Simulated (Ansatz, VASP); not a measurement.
Mg in VASP and in Ansatz

The input INCAR:

```
SYSTEM = Mg
PREC = Accurate ; ENCUT = 520
EDIFF = 1E-6 ; ISMEAR = -1
SIGMA = 0.1 ; LREAL = .False.
LASPH = .True. ; NELM = 100
ALGO = Normal ; ISIF = 2
LWAVE = .False. ; LCHARG = .True.
GGA = PE ; LELF = .True.
LVHAR = .True. ; NBANDS = 7
```

Contents of KPOINTS:

```
Automatic mesh
0
Gamma
  14 14 14
  0 0 0
```

File POSCAR:

```
Mg
1.0
    0.0000000000      2.3210999207      2.3210999207
    2.3210999207      0.0000000000      2.3210999207
    2.3210999207      2.3210999207      0.0000000000
Mg
1
Direct
    0.0000000000      0.0000000000      0.0000000000
```

Input for Ansatz:

```yaml
crystal:
  lattice:
    - [0.0, 2.3210999207, 2.3210999207]
    - [2.3210999207, 0.0, 2.3210999207]
    - [2.3210999207, 2.3210999207, 0.0]
  atoms:
    - { symbol: Mg, position: [0.0, 0.0, 0.0] }
hamiltonian:
  xc: pbe
  pseudopotentials:
    kind: paw
    azcp:
      Mg: "pseudopotentials/Mg.paw.azcp"
basis:
  ecutwfc: 420
  fft_grid_basis: typed
kpoints:
  mp_grid: { grid: [14, 14, 14], shift: [0, 0, 0] }
magnetization:
  spin_polarized: false
scf:
  occupations: { method: fermi_dirac, width: 0.1 }
  lower_state_search: "off"
output:
  stress: true
  write_density: true
  write_potential: true
  elf: true
  volumetric_format: npy
```

Alike in both runs: task single point; functional PBE; k mesh 14 × 14 × 14; occupations fermi-dirac, width 0.1 eV; no spin polarisation.

```csv
,VASP,Ansatz
version,VASP 6.6.1,Ansatz 0.2.0
potentials or method,"VASP PAW PBE potentials, release 64 (Mg)","plane waves (420 eV) with PAW, scalar-relativistic"
plane-wave cutoff (eV),520,420
valence electrons in the cell,2,10
```

|  | VASP | Ansatz | Ansatz less VASP |
| --- | --- | --- | --- |
| pressure (GPa) | -2.4 | -2.3 | +0.11 |

The two sets of potentials don't hold the same shells in valence.
